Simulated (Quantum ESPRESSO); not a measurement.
**HgTe (Coloradoite) under changes of volume**

One of the cells (33.215 Å³/atom); the others are scaled copies at fixed shape and fractional positions:

```
CELL_PARAMETERS angstrom
0.00000 3.21450 3.21450
3.21450 0.00000 3.21450
3.21450 3.21450 0.00000
ATOMIC_POSITIONS crystal
Hg 0.00000 0.00000 0.00000
Te 0.75000 0.75000 0.75000
```

| Property | Result |
| --- | --- |
| Program | Quantum ESPRESSO 7.5 |
| Functional | optB88-vdW |
| Potentials or basis | PseudoDojo 0.4.1 SR PBE standard |
| Cutoff | 1088 eV |
| Density cutoff | 4354 eV |
| k mesh | 7 × 7 × 7 |
| Occupations | fermi-dirac, width 0.05 eV |
| Spin | no spin polarisation |

```tsv
volume (Å³/atom)	energy over the lowest point (meV/atom)	pressure (GPa)
31.223	?	?
31.887	78.80	6.8
32.551	53.54	5.4
33.215	33.57	4.2
33.880	18.31	3.1
34.544	7.27	2.2
35.208	0.00	1.3
```

Question: What does the run at 31.223 Å³/atom give?

Answer: Energy over the lowest point 109.98 meV/atom; pressure 8.3 GPa.

Worked out: A Birch-Murnaghan fit of order 3 (a polynomial in V^(-2/3)) to the other rows has no minimum within the range. It gives 110.00 meV/atom at 31.223 Å³/atom, against the run's 109.98, and -dE/dV = 8.3 GPa, against 8.3.

Energies are extrapolated to zero smearing.

Caveats: the potentials were made for another functional, which shifts forces and pressure.
